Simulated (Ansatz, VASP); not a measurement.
# Two plane-wave programs on Cr

```
Cr
1.0
     2.98315    0.00000    0.00000
     0.00000    2.98315    0.00000
     0.00000    0.00000    2.72703
Cr
2
Direct
  0.00000 0.00000 0.00000
  0.50000 0.50000 0.50000
```

Change from the starting cell: biaxial strain in the a-b plane, c and atoms relaxed: +6.0 %.

Alike in both runs: functional PBEsol; k mesh 14 × 14 × 14; occupations gaussian, width 0.1 eV; no spin polarisation.

Ansatz relaxed the structure, and its values are those at the end. VASP's run is a single point on that final structure, the one shown.

|  | VASP | Ansatz |
| --- | --- | --- |
| version | VASP 6.6.1 | Ansatz 0.2.0 |
| potentials or method | VASP PAW PBE potentials, release 64 (Cr_pv) | scalar-relativistic, plane waves, PAW |
| plane-wave cutoff (eV) | 520 | 420 |
| valence electrons in the cell | 24 | 28 |

Ansatz gave:

| Property | Result |
| --- | --- |
| gap on the k mesh at the Fermi level (eV) | none |
| pressure (GPa) | -18.7 |

Problem. What did VASP give for the same quantities?

Solution. gap on the k mesh at the Fermi level (eV): none; pressure (GPa): -19.1.

A gap of «none» marks a metal or a gap that the smearing closes. The two sets of potentials don't hold the same shells in valence.

Caveats: so large a pressure means that the cell lies far from this level's equilibrium, or that cutoff or potentials fall short (VASP); the potentials were made for another functional, which shifts forces and pressure (VASP); the run has no spin polarisation, though such a crystal can be magnetic. Spin polarisation is off, so any magnetic state and its effect on volume and gap are missing.
